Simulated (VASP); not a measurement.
SnTe, 2 atoms in the cell. It takes space group F-43m (No. 216, cubic). Conventional cell: a = 7.222 Å, b = 7.222 Å, c = 7.222 Å, α = 90.00°, β = 90.00°, γ = 90.00°. Around Te (site symmetry -43m) lie 4 Sn at 3.13 Å. Around Sn (site symmetry -43m) lie 4 Te at 3.13 Å. Measurements of this composition are mostly on another form, of space group No. 225.

| Property | Result |
| --- | --- |
| Program | VASP 6.6.1 |
| Task | dielectric tensor |
| Functional | PBEsol |
| Potentials or basis | VASP PAW PBE potentials, release 64 (Te, Sn_d) |
| Cutoff | 800 eV |
| k mesh | 11 × 11 × 11 |
| Occupations | gaussian, width 0.01 eV |
| Spin | no spin polarisation |
| Further INCAR settings | ALGO = Normal; EDIFF = 1e-08 |

Potentials or basis: VASP PAW PBE potentials, release 64 (Te, Sn_d).

Launch:

```console
$ cat potpaw_PBE.64/Te/POTCAR potpaw_PBE.64/Sn_d/POTCAR > POTCAR
$ mpirun -np 1 vasp_std > vasp.out
```

Hardware: 1 thread of Intel(R) Xeon(R) Platinum 8488C (Sapphire Rapids), on a shared host.

Q: Estimate the wall time of this run.

A: Wall time 32 min on 1 thread of Intel(R) Xeon(R) Platinum 8488C (Sapphire Rapids) (shared host), peak memory 1.4 GiB. Counts: scf iterations 152, k points 56.
